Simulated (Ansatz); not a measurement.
Ansatz input file:

```yaml
crystal:
  lattice:
    - [3.8068558682, 0.03767001, -0.0031642808]
    - [-1.8708047485, 3.3156786647, 0.0031480533]
    - [-0.00516936, 0.00295392, 6.27012598]
  atoms:
    - { symbol: Na, position: [0.3265997565, 0.6734002435, 0.2566400836] }
    - { symbol: Na, position: [0.6734002435, 0.3265997565, 0.7433599164] }
basis:
  ecutwfc: 420
kpoints:
  mp_grid: { grid: [12, 12, 6] }
hamiltonian:
  xc: pbe
scf:
  occupations: { method: gaussian, width: 0.1 }
output:
  forces: true
  stress: true
  eigenvalues: true
  write_density: true
  write_potential: true
  elf: true
  volumetric_format: npy
```

Launched with
```bash
ansatz run input.yaml --threads 1 --pin off --max-ram 1331MiB --backend cpu --events-out ev --progress --plain --runs-dir out
```

Computed with DFT PBE, scalar-relativistic, plane waves, PAW in Ansatz.

From the run's log, abridged:

```
Warning: 2 symmetry operations that the atoms keep within the bar at which the run's group was sought (crystal.symmetry.tolerance 1.0e-5, or twice it) were not taken beside the 2 unitary ones that the detection took (of a slab, those that keep its plane). ...
Pseudopotentials: kind: paw
Pseudopotential: Na, paw, valence charge 9, recommended cutoff 420 eV (normal)
Functional definition: PBE
Crystal: 2 atoms, lattice volume = 79.585 Å³
Basis set: ecut = 420 eV, 1553 PW (Γ), exchange–correlation on 54×54×90 points (8 copies of the dense FFT grid, shifted against one another)
Bands: 13, of which v1, the nominal top of the filled ones, is band 9 counted from 1 (8 counted from 0)
Symmetry: 2 space group operations
k-points: 436 of 864
Initial density: superposition of atomic densities (neutral atoms: chi_scale 0, normalization atom), corrected by the library's trained network
Initial wavefunctions: pseudopotential atomic-orbital guess
Functional: x = pbe(κ = 0.804, μ = 0.21951497), c = pbe(β = 0.06672455)
SCF iter   1: F=—  HF=-2972.827181 eV  |F-HF|=—  |Δ(HF+E_count)|=         —  Δρ=5.52e-4  dr2=1.84e-4  ethr=1.77e-3  ⟨swp⟩=4.1  Hψ=28489  notcnv=0
SCF iter   2: F=—  HF=-2972.826581 eV  |F-HF|=—  |Δ(HF+E_count)|=   6.00e-4  Δρ=2.21e-4  dr2=6.80e-5  ethr=1.02e-6  ⟨swp⟩=2.1  Hψ=12863  notcnv=0
SCF iter   3: F=—  HF=-2972.826642 eV  |F-HF|=—  |Δ(HF+E_count)|=   6.13e-5  Δρ=1.24e-4  dr2=3.47e-5  ethr=3.78e-7  ⟨swp⟩=1.9  Hψ=8288  notcnv=0
SCF iter   4: F=—  HF=-2972.826656 eV  |F-HF|=—  |Δ(HF+E_count)|=   1.44e-5  Δρ=5.49e-5  dr2=3.97e-6  ethr=1.93e-7  ⟨swp⟩=1.8  Hψ=6088  notcnv=0
SCF iter   5: F=—  HF=-2972.826656 eV  |F-HF|=—  |Δ(HF+E_count)|=   6.14e-7  Δρ=1.62e-5  dr2=1.24e-7  ethr=2.21e-8  ⟨swp⟩=2.0  Hψ=8624  notcnv=0
SCF iter   6: F=-2972.826656 eV  HF=-2972.826656 eV  |F-HF|=9.05e-9  |Δ(HF+E_count)|=   4.08e-8  Δρ=5.12e-6  dr2=1.90e-8  ethr=5.56e-10  ⟨swp⟩=8.0  Hψ=34617  notcnv=0
SCF 1 converged in 6 iterations: F = -2972.826656 eV  dr2 = 1.90e-8
SCF converged after 6 iterations
Free energy (F): -2972.826656 eV
Harris-Foulkes:  -2972.826656 eV  (|F-HF|=9.05e-9)
Internal energy: -2972.821454 eV  (E = F + TS)
E sigma→0 (E₀):  -2972.824055 eV
Entropy (-TS):   -0.005201 eV (-2.601 meV/atom)
Fermi energy:    1.394251 eV
--- Per-component energies (eV) ---
  E_band       = -488.175774
  E_kinetic    = 240.022642
  E_local      = -2927.864739  (includes V_loc(G=0)·N_el)
  E_nonlocal   = 230.124584
  E_hartree    = 1073.846473
  E_xc         = -76.494319
  E_vxc        = -98.277896  (∫ρ·V_xc dr)
  E_paw        = -526.334319  (= ΣΔE_a)
  E_vpaw       = -79.876427  (= ΣTr[D̂ρ^β])
  E_aug_tail   = -0.000063  (compensation charges beyond the density's cutoff)
  E_ewald      = -986.121712
  E_smearing   = -0.005201  (= −TS)
--- Forces (eV/Å), atoms counted from 1 ---
  atom   1  Na     0.00170031    -0.00098151    -0.04888048
  atom   2  Na    -0.00170031     0.00098151     0.04888048
--- Stress (GPa, compression-positive) ---
       -0.483801      -0.001948       0.001606
       -0.001948      -0.486064      -0.000888
        0.001606      -0.000888      -0.456144
  P = ⅓ Tr σ = -0.4753 GPa (-4.753 kbar)
--- Band table (eV; the first three rows and the last of 436) ---
  k-point 0: bands = ["-51.5991", "-51.5979", "-23.5329", "-23.5106", "-23.5096", "-23.5063", "-23.5062", "-23.5058", "-1.6836", "1.9854", "2.3191", "10.8732", "11.2138"]
  k-point 1: bands = ["-51.5991", "-51.5979", "-23.5312", "-23.5103", "-23.5094", "-23.5076", "-23.5065", "-23.5064", "-1.5743", "0.9926", "3.5009", "10.4816", "10.9603"]
  k-point 2: bands = ["-51.5989", "-51.5982", "-23.5265", "-23.5124", "-23.5096", "-23.5089", "-23.5072", "-23.5071", "-1.2482", "0.0459", "5.0149", "8.5574", "11.2046"]
  k-point 435: bands = ["-51.5977", "-51.5975", "-23.5328", "-23.5323", "-23.5148", "-23.5142", "-23.5132", "-23.5129", "2.5272", "2.5593", "2.9758", "2.9899", "8.7093"]
```

The run converged.